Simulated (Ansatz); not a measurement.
**¹⁷O nuclear quadrupole resonance in SiO2**

Cell: a Materials Project structure (computed, not necessarily an observed phase), atoms as given.

```
Si O
1.0
     6.85758    0.00000    0.00000
     0.00000    6.85758    0.00000
     0.00000    0.00000    7.03307
Si O
8 16
Direct
  0.20582 0.45101 0.94918
  0.04899 0.29418 0.55082
  0.95101 0.70582 0.55082
  0.45101 0.79418 0.05082
  0.79418 0.54899 0.94918
  0.70582 0.04899 0.44918
  0.29418 0.95101 0.44918
  0.54899 0.20582 0.05082
  0.15694 0.81802 0.58324
  0.34306 0.31802 0.08324
  0.65694 0.68198 0.08324
  0.00000 0.50000 0.05028
  0.16079 0.33921 0.75000
  0.50000 0.00000 0.94972
  0.68198 0.34306 0.91676
  0.31802 0.65694 0.91676
  0.00000 0.50000 0.44972
  0.84306 0.18198 0.58324
  0.50000 0.00000 0.55028
  0.18198 0.15694 0.41676
  0.81802 0.84306 0.41676
  0.66079 0.16079 0.25000
  0.33921 0.83921 0.25000
  0.83921 0.66079 0.75000
```

Atoms are numbered from 1 in the order listed; like atoms form one site, named after its first atom.

Computed with Ansatz: DFT, PBE, plane waves and PAW, scalar-relativistic, 420 eV cutoff, Γ-centred 4×4×3 k-points, Fermi–Dirac smearing 0.02 eV.

¹⁷O: I = 5/2, Q = -25.58 mb (year-2017 value). Static lattice, zero field.

Task: Predict the zero-field ¹⁷O lines of each site.

Result: For I = 5/2 and η = 0 the lines are 3|C_Q|/20 and twice that; η pulls their ratio below 2.

```
site                     atoms  V_zz (10²¹ V/m²)  C_Q (MHz)     η  line frequencies (MHz)
  O9  9, 10, 11, 15, 16, 18, …              9.14      -5.65  0.33             0.942, 1.66
 O12            12, 14, 17, 19              8.67      -5.36  0.36             0.913, 1.57
 O13            13, 22, 23, 24             10.15      -6.28  0.05             0.944, 1.88
```

At O9 and O12 V_zz runs parallel to the line that joins its two neighbours (within 3°) in each case. At O13 V_zz points along the line of its two bonds (within 3°).

At this cell the principal stresses reach 5 GPa in size with PBE, which can matter for small gradients. The largest force is 0.4 eV/Å, so the atoms aren't at the calculated equilibrium and relaxing them would move these values.
